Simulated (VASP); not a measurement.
A run of VASP 6.6.1 is set up as follows.

The input INCAR:

```
PREC = Accurate ; ENCUT = 600
EDIFF = 1E-7 ; ISMEAR = 1
SIGMA = 0.1 ; LREAL = F
LASPH = T ; NELM = 80
ALGO = Normal ; ISIF = 3
LWAVE = F ; LCHARG = F
IBRION = 2 ; NSW = 90
EDIFFG = -0.005 ; KPAR = 2
```

KPOINTS

```
regular mesh
0
Gamma
  12 12 8
```

File POSCAR:

```
SiNi                                    
1.0
    2.9269007797      0.0000000000      0.0000000000
    0.0000000000      3.2521587809      0.0000000000
    0.0000000000      0.0000000000      4.6366145156
  Si              Ni            
     2     2
Direct
     0.0000000000000000    0.0000000000000000    0.1587576699723270
     0.5000000000000000    0.5000000000000000    0.8412423300276730
     0.0000000000000000    0.0000000000000000    0.6568297415864305
     0.5000000000000000    0.5000000000000000    0.3431702584135696
```

Potentials or basis: VASP PAW LDA potentials, release 64 (Si, Ni).

The run is started by

```bash
$ cat potpaw_LDA.64/Si/POTCAR potpaw_LDA.64/Ni/POTCAR > POTCAR
$ mpirun -np 2 vasp_std > vasp.out
```

Q: Estimate the band gap on the k mesh.

A: None (metal or under the smearing width).

Q: Estimate the relaxed cell.

A: a = 2.931 Å, b = 3.249 Å, c = 4.635 Å, α = 90.00°, β = 90.00°, γ = 90.00°.

Forces in eV/Å, atoms in the order of the input:
```
Si   0.000  0.000 -0.001
Si   0.000  0.000  0.001
Ni   0.000  0.000 -0.004
Ni   0.000  0.000  0.004
```

Spin polarisation is off, so any magnetic state and its effect on volume and gap are missing.
